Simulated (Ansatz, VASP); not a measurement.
**Two plane-wave programs on V**

INCAR

```
PREC = Accurate ; ENCUT = 600
EDIFF = 1E-7 ; ISMEAR = 0
SIGMA = 0.1 ; LREAL = F
LASPH = T ; NELM = 100
ALGO = Normal ; ISIF = 3
LWAVE = F ; LCHARG = F
GGA = PE ; IBRION = 2
NSW = 90 ; EDIFFG = -0.04
```

File KPOINTS:

```
regular mesh
0
Gamma
  8 8 8
```

Contents of POSCAR:

```
V
1.0
    0.0000000000      2.5418637155      4.0010153830
    1.4675169923      0.0000000000      4.0010153830
    1.4675169923      2.5418637155      0.0000000000
V
2
Direct
    0.1666700000      0.8333300000      0.1666700000
    0.8333300000      0.1666700000      0.8333300000
```

Input for Ansatz:

```yaml
crystal:
  lattice:
    - [0.0, 2.5418637155, 4.001015383]
    - [1.4675169923, 0.0, 4.001015383]
    - [1.4675169923, 2.5418637155, 0.0]
  atoms:
    - { symbol: V, position: [0.16667, 0.83333, 0.16667] }
    - { symbol: V, position: [0.83333, 0.16667, 0.83333] }
basis:
  ecutwfc: 420
kpoints:
  mp_grid: { grid: [8, 8, 8] }
hamiltonian:
  xc: pbe
scf:
  occupations: { method: gaussian, width: 0.1 }
  lower_state_search: "off"
output:
  forces: true
  stress: true
  eigenvalues: true
relax:
  adjacent_minimum: "off"
  f_tol: 0.04
  max_steps: 70
  cell: { stress_tol: 0.4 }
```

Alike in both runs: task relaxation of cell and atoms; functional PBE; k mesh 8 × 8 × 8; occupations gaussian, width 0.1 eV; no spin polarisation.

|  | VASP | Ansatz |
| --- | --- | --- |
| version | VASP 6.6.1 | Ansatz 0.2.0 |
| potentials or method | VASP PAW PBE potentials, release 64 (V_sv) | scalar-relativistic, plane waves, PAW |
| plane-wave cutoff (eV) | 600 | 420 |
| valence electrons in the cell | 26 | 26 |

|  | VASP | Ansatz | Ansatz less VASP |
| --- | --- | --- | --- |
| gap on the k mesh at the Fermi level, each at its own relaxed structure (eV) | none | none | - |
| relaxed volume (Å³/atom) | 13.47 | 13.90 | +0.429 |
| relaxed cell length with the largest relative difference (Å) | 4.378 | 4.729 | +0.3507 |
| energy change over the relaxation (meV/atom) | -5818 | -5155 | +662.5 |

A gap of «none» marks a metal or a gap that the smearing closes. One of these differences is far larger than is usual between the two programs; its cause wasn't traced.
